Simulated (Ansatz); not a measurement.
A (001) slab of InSe (R3m (No. 160)), 8 planes, outer planes Se (top) and Se (bottom), with 8 atoms (In4Se4) in a surface cell of A = 13.672 Å², as cut from the bulk:

```
CELL_PARAMETERS angstrom
3.97328 0.00000 0.00000
-1.98664 3.44096 0.00000
0.00000 0.00000 28.40833
ATOMIC_POSITIONS crystal
Se 0.00000 0.00000 0.26401
In 0.66667 0.33333 0.30858
In 0.66667 0.33333 0.40511
Se 0.00000 0.00000 0.44974
Se 0.66667 0.33333 0.55026
In 0.33333 0.66667 0.59483
In 0.33333 0.66667 0.69136
Se 0.66667 0.33333 0.73599
```

Computed with DFT LDA, scalar-relativistic, plane waves, PAW in Ansatz 0.2.0. Plane waves to 420 eV, a k mesh through Γ of 9×9×1 on the computed 8-atom cell and Gaussian smearing (0.05 eV); no spin polarisation. The cell repeats along c with a dipole correction in the vacuum.

Against the same 8 atoms in the bulk, the slab as cut lies 0.147 eV higher and the relaxed slab 0.147 eV higher.

(1) Work out the surface energy before and after relaxation.

(2) What is the ideal work of this cut, per area?

The bulk is built of layers, whose weak binding this functional, without a dispersion correction, describes poorly; a cut between them costs what that binding gives, so this γ is rough.

## Answers

(1) The slab has two faces, so γ = (E_slab − N·E_bulk)/(2A), the mean of both. As cut: 0.147/(2 × 13.672) = 0.0054 eV/Å², and 1 eV/Å² = 16.02 J/m², so γ = 0.09 J/m². Relaxed: 0.147/(2 × 13.672) = 0.0054 eV/Å² = 0.09 J/m². Relaxation recovers 0.0 % of the cost of cutting.

(2) Griffith's ideal work is 2γ: 0.17 J/m², whether the new faces relax or not. One thickness was run, 8 planes, so γ can still shift with it.